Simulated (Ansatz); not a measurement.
The system is Au.

```
Au
1.0
     0.00000    2.03500    2.03500
     2.03500    0.00000    2.03500
     2.03500    2.03500    0.00000
Au
1
Direct
  0.00000 0.00000 0.00000
```

Base run:

| Property | Result |
| --- | --- |
| Program | Ansatz 0.2.0 |
| Functional | PBEsol |
| Potentials or basis | Ansatz PAW |
| Cutoff | 420 eV (not typed: the program's choice for these potentials) |
| k mesh | 11 × 11 × 11 |
| Occupations | fermi-dirac, width 0.05 eV |
| Spin | spin-orbit coupling, no magnetisation |

Its results: band gap on the k mesh none (metal or under the smearing width); pressure 0.2 GPa.

Q: The run is repeated on the same cell with these changes: spin from spin-orbit coupling, no magnetisation to no spin polarisation; potential files from those of the base run to others of the same set. What comes out?

A: Band gap on the k mesh none (metal or under the smearing width); pressure 1.7 GPa.

Caveats: the PAW data sets come from PBE, with cores solved anew for the run's functional, which leaves a small shift of forces and pressure; spin-orbit coupling is left out, which moves the levels of the heavy elements (some runs).
